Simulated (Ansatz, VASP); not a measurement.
# ZnS in two plane-wave programs

Wanted: the spread between two codes on one cell, functional and k mesh. The cell is taken from a series of runs on this material, whose earlier steps may have relaxed, scaled, displaced or heated it; both programs get it as it stands.

Program: Ansatz 0.2.0. Level of theory: plane waves, with VASP 6.6.1 beside it; zone-centre phonons at LDA. Results are calculated unless marked as measured.

**1. Set-up**

The structure is tetragonal, space group I-4m2 (No. 119). Conventional cell: a = 3.670 Å, b = 3.670 Å, c = 5.424 Å, α = 90.00°, β = 90.00°, γ = 90.00°. S has 4 Zn at 2.28 Å nearest. Nearest to Zn lie 4 S at 2.28 Å. Farther neighbours and most contacts between anions are not listed.

Coordinates:

```cif
data_structure
_symmetry_space_group_name_H-M 'P 1'
_symmetry_Int_Tables_number 1
_cell_length_a 3.7539
_cell_length_b 3.7539
_cell_length_c 3.6704
_cell_angle_alpha 60.733
_cell_angle_beta 60.733
_cell_angle_gamma 58.535
_cell_volume 36.54
loop_
_atom_site_label
_atom_site_type_symbol
_atom_site_fract_x
_atom_site_fract_y
_atom_site_fract_z
_atom_site_occupancy
S1 S 0.00000 0.00000 0.00000 1
Zn2 Zn 0.75000 0.75000 0.75000 1
```

**2. Ansatz: zone-centre phonons, LDA**

Ansatz runs on its PAW soft_1 files.

Second derivatives magnify differences that forces hide, and they need a tight electronic threshold.

File input.yaml:

```yaml
crystal:
  lattice:
    - [0.0, 2.5953906184, 2.7121023085]
    - [2.5953906184, 0.0, 2.7121023085]
    - [2.5953906184, 2.5953906184, 0.0]
  atoms:
    - { symbol: S, position: [0.0, 0.0, 0.0] }
    - { symbol: Zn, position: [0.75, 0.75, 0.75] }
kpoints:
  mp_grid: { grid: [12, 12, 12] }
hamiltonian:
  xc: lda
  pseudopotentials: { kind: paw, azcp: { folder: soft_1 }, xc_functional: pbe }
scf:
  occupations: { method: fixed }
output:
  eigenvalues: true
phonons:
  method: dfpt
  dielectric: true
  rigid_motions: translations
```

Started as:

```
> ansatz run input.yaml --threads 4 --pin off --max-ram 10240MiB --backend cpu --events-out ev --progress --plain --runs-dir out
```

Numbers of over 12 decimals in the logs are rounded to 6 here.

Log:

```text
Engine: ansatz 0.2.0, aarch64-unknown-linux-gnu
Pseudopotentials: kind: paw
Pseudopotential: S, paw, valence charge 6, recommended cutoff 420 eV (normal), soft_1/S.paw.azcp
Pseudopotential: Zn, paw, valence charge 12, recommended cutoff 420 eV (normal), soft_1/Zn.paw.azcp
Functional definition: SPW92
  exchange = slater_x
  correlation = pw_c
Crystal: 2 atoms, lattice volume = 36.538 Å³
Basis set: ecut = 420 eV, 725 PW (Γ), exchange–correlation on 54×54×54 points (8 copies of the dense FFT grid, shifted against one another)
Bands: 13, of which v1, the nominal top of the filled ones, is band 9 counted from 1 (8 counted from 0)
Symmetry: 8 space group operations
k-points: 868 of 1728 (irreducible under 1 space group operation, time reversal used)
Non-local potential: S, projectors of the file, l = 0: 2, l = 1: 2, l = 2: 1
Non-local potential: Zn, projectors of the file, l = 0: 2, l = 1: 2, l = 2: 3, l = 3: 1
PAW form: soft (Blöchl's): semilocal exchange-correlation on the pseudo side does not see the compensation charge
PAW frozen core: S, regenerated for the run's functional, and the local potential with it (the file was generated under x = pbe(κ = 0.804, μ = 0.219515), c = pbe(β = 0.066725))
PAW frozen core: Zn, regenerated for the run's functional, and the local potential with it (the file was generated under x = pbe(κ = 0.804, μ = 0.219515), c = pbe(β = 0.066725))
PAW one-centre angular grid: S, 110 points (default); XC on 64 Gauss nodes
PAW one-centre angular grid: Zn, 590 points (default); XC on 64 Gauss nodes
Initial density: superposition of atomic densities (chi_scale 0.1, normalization cell, long waves kept (reshape's long-wave potential 0.00 eV rms))
Initial wavefunctions: pseudopotential atomic-orbital guess
Functional: x = slater, c = lda
SCF iter   1: F=—  HF=-4117.537686 eV  |F-HF|=—  |Δ(HF+E_count)|=         —  Δρ=3.83e-2  dr2=3.40e-1  ethr=3.10e-3  ⟨swp⟩=5.1  Hψ=67805  notcnv=0  defer=1695
preconditioner: auto → none  [insulator: Δε(μ)=2.393 eV  Ē_g=12.862 eV  n_scr=14 (ndim 8)  ℏωp=26.1 eV  f_vac=0.000  ε∞_Penn≈5.1]
SCF iter   2: F=—  HF=-4117.448458 eV  |F-HF|=—  |Δ(HF+E_count)|=   8.92e-2  Δρ=1.47e-2  dr2=4.05e-2  ethr=1.89e-3  ⟨swp⟩=2.7  Hψ=26710  notcnv=0  defer=1719
SCF iter   3: F=—  HF=-4117.437985 eV  |F-HF|=—  |Δ(HF+E_count)|=   1.05e-2  Δρ=9.87e-3  dr2=1.74e-2  ethr=2.25e-4  ⟨swp⟩=2.0  Hψ=19966  notcnv=0  defer=1734
SCF iter   4: F=—  HF=-4117.433110 eV  |F-HF|=—  |Δ(HF+E_count)|=   4.88e-3  Δρ=2.41e-3  dr2=1.36e-3  ethr=9.68e-5  ⟨swp⟩=2.0  Hψ=26910  notcnv=0  defer=1734
SCF iter   5: F=—  HF=-4117.432924 eV  |F-HF|=—  |Δ(HF+E_count)|=   1.86e-4  Δρ=6.27e-4  dr2=8.17e-5  ethr=7.54e-6  ⟨swp⟩=2.1  Hψ=19372  notcnv=0  defer=1736
SCF iter   6: F=—  HF=-4117.432935 eV  |F-HF|=—  |Δ(HF+E_count)|=   1.15e-5  Δρ=1.42e-4  dr2=3.30e-6  ethr=4.54e-7  ⟨swp⟩=2.3  Hψ=18988  notcnv=0  defer=3
SCF iter   7: F=—  HF=-4117.432935 eV  |F-HF|=—  |Δ(HF+E_count)|=   6.39e-7  Δρ=2.36e-5  dr2=9.18e-8  ethr=1.83e-8  ⟨swp⟩=2.0  Hψ=17161  notcnv=0
SCF iter   8: F=—  HF=-4117.432935 eV  |F-HF|=—  |Δ(HF+E_count)|=   3.30e-8  Δρ=2.42e-6  dr2=1.03e-9  ethr=5.10e-10  ⟨swp⟩=2.0  Hψ=18272  notcnv=0
SCF iter   9: F=-4117.432935 eV  HF=-4117.432935 eV  |F-HF|=7.73e-11  |Δ(HF+E_count)|=  9.08e-10  Δρ=4.20e-7  dr2=2.98e-11  ethr=1.00e-12  ⟨swp⟩=8.4  Hψ=78767  notcnv=0
SCF 1 converged in 9 iterations: F = -4117.432935 eV  dr2 = 2.98e-11
  greatest PAW one-centre occupation: 0.983 electrons in one spin orbital (limit 2), on the Zn atom at site 1 (counted from 0), in its partial waves of l = 2
NSCF: frozen V_eff on 3 k-points
DFPT response loops at Γ: preconditioner auto → none (the input reference at scf.mixing.eps_inf says where Resta's filter doesn't serve); β = 0.50; Broyden in place of MSR1
── the response to a field inside a basis, on 12×12×12 k-points: an SCF that follows is theirs, and a resumed run solves both again ──
Bands: 10, of which v1, the nominal top of the filled ones, is band 9 counted from 1 (8 counted from 0)
k-points: 468 of 1728 (irreducible under 2 space group operations, time reversal used)
Initial density: handed on by an earlier stage of this run
Initial wavefunctions: pseudopotential atomic-orbital guess (no wavefunctions were taken with the density)
Eigensolver: Dense (468 Hₖ)
SCF iter   1: F=—  HF=-4117.433387 eV  |F-HF|=—  |Δ(HF+E_count)|=         —  Δρ=2.57e-4  dr2=5.26e-6  ethr=1.00e-1
preconditioner: auto → none  [insulator: Δε(μ)=2.299 eV  Ē_g=10.165 eV  n_scr=14 (ndim 8)  ℏωp=26.1 eV  f_vac=0.010  ε∞_Penn≈7.6]
SCF iter   2: F=—  HF=-4117.433387 eV  |F-HF|=—  |Δ(HF+E_count)|=   2.24e-8  Δρ=2.17e-4  dr2=6.41e-6  ethr=2.92e-8
SCF iter   3: F=—  HF=-4117.433391 eV  |F-HF|=—  |Δ(HF+E_count)|=   3.97e-6  Δρ=2.01e-4  dr2=8.52e-6  ethr=2.92e-8
SCF iter   4: F=-4117.433387 eV  HF=-4117.433387 eV  |F-HF|=1.14e-9  |Δ(HF+E_count)|=   3.99e-6  Δρ=7.22e-6  dr2=6.66e-9  ethr=2.92e-8
SCF 1 converged in 4 iterations: F = -4117.433387 eV  dr2 = 6.66e-9
DFPT response loops at Γ: mixed as the last ones told, above
SCF converged after 9 iterations
Free energy (F): -4117.432935 eV
Harris-Foulkes:  -4117.432935 eV  (|F-HF|=7.73e-11)
Internal energy: -4117.432935 eV  (E = F + TS)
E sigma→0 (E₀):  -4117.432935 eV
Fermi energy:    6.588662 eV
--- Per-component energies (eV) ---
  E_band       = 11.536413
  E_kinetic    = 256.419528
  E_local      = -2221.637287  (includes V_loc(G=0)·N_el)
  E_nonlocal   = 857.393707
  E_hartree    = 843.851316
  E_xc         = -167.092093
  E_vxc        = -136.040554  (∫ρ·V_xc dr)
  E_paw        = -2401.903124  (= ΣΔE_a)
  E_vpaw       = -432.301077  (= ΣTr[D̂ρ^β])
  E_aug_tail   = -0.000243  (compensation charges beyond the density's cutoff)
  E_ewald      = -1286.175080
  E_core_change = 1.710341  (= ΣΔE_core)
  E_smearing   = -0.000000  (= −TS)
  E_closure    = 0.000000  (closes the sum)
  Σ components = -4117.432935   (vs F -4117.432935, Δ=0.00e0)
--- Band table (eV; the first three rows and the last of 868) ---
  k-point 0: bands = [... 5 lower, 0.2932, 6.4052, 6.5887, 6.5887, 8.7173, 12.6882, 12.7021, 12.7021]
  k-point 1: bands = [... 5 lower, 0.2912, 5.8755, 6.3908, 6.5144, 9.2042, 12.6173, 12.8386, 12.8424]
  k-point 2: bands = [... 5 lower, 0.2873, 4.6909, 6.1615, 6.3244, 9.8230, 12.7071, 13.1489, 13.1765]
  k-point 867: bands = [... 5 lower, 0.4925, 0.6587, 5.3994, 5.6728, 9.7250, 13.0785, 13.4457, 15.4251]
--- Phonons (Γ-DFPT): 4 representative perturbations + reference, on 868 of 1728 k-points (Σ response iterations 12) ---
  k mesh reduced under 1 symmetry operation, with k and −k counted as one. Each operation leaves every solved perturbation unchanged. A smaller set is not considered because the run solves the response to a homogeneous field
  ASR residual: 3.576e-4 → 0.000e0 eV/Å²; symmetrization residual: 3.262e-6 eV/Å²
  ASR residual per site (eV/Å²): 3.18e-5 3.58e-4
  Γ frequencies (cm⁻¹): 0.00 0.00 0.00 295.82 295.82 303.42
  ε∞ (high-frequency dielectric tensor):
        6.122790    -0.000000    -0.000000
       -0.000000     6.122790    -0.000000
       -0.000000    -0.000000     6.315329
  ε⁰ (static dielectric tensor: ions relaxed, cell fixed):
        8.551018    -0.000000    -0.000000
       -0.000000     8.551018    -0.000000
       -0.000000    -0.000000     8.905044
  ε⁰ − ε∞ (ionic part):
        2.428228    -0.000000    -0.000000
       -0.000000     2.428228    -0.000000
       -0.000000    -0.000000     2.589715
  softest optical mode at Γ: 295.82 cm⁻¹; the repairs (sum rule, projections) moved no ω² at Γ by more than (1.29 cm⁻¹)²
  Born effective charges Z* (e; rows j = field, columns β = displacement):
    site 0:
        -1.84233    0.00000    0.00000
         0.00000   -1.84233    0.00000
         0.00000    0.00000   -1.95150
    site 1:
         1.84233   -0.00000   -0.00000
        -0.00000    1.84233   -0.00000
        -0.00000   -0.00000    1.95150
  Z* charge neutrality: 9.079e-4 e pre-enforcement
  solved inside a basis spanned on kpoints, on 12×12×12 k-points, its susceptibility summed on 16×16×16: ε∞ is read to err by 1.7e-2, Z* by 1.4e-2 e (field_mesh: kpoints solves on kpoints); Z* is corrected for what the basis lacks
  optical modes at Γ without the LO–TO term, one row a degenerate level:
      ω (cm⁻¹)  modes    IR ((D/Å)²/amu)
        295.82      2             7.2804
        303.42      1             4.0844
  optical modes at Γ + LO–TO along q̂ = [1.0000, 0.0000, 0.0000]:
      ω (cm⁻¹)  modes    IR ((D/Å)²/amu)
        295.82      1             3.6402
        303.42      1             4.0844
        349.59      1             3.6402
  optical modes at Γ + LO–TO along q̂ = [0.0000, 1.0000, 0.0000]:
      ω (cm⁻¹)  modes    IR ((D/Å)²/amu)
        295.82      1             3.6402
        303.42      1             4.0844
        349.59      1             3.6402
  optical modes at Γ + LO–TO along q̂ = [0.0000, 0.0000, 1.0000]:
      ω (cm⁻¹)  modes    IR ((D/Å)²/amu)
        295.82      2             7.2804
        360.30      1             4.0844
```

(Continued in part 2 of 2.)

[Lines on the potential files, build, host, timing and source positions are cut from VASP's logs without a mark.]

[Logs are printed without paths, hosts, clocks, repeated set-up lines and the standing remarks that a program may print on its own settings, such as how far it seeks lower states.]

[Hosts, paths, dates, database ids (printed as entryN), source tags and the programs' standing remarks are cut or masked in the printed files.]
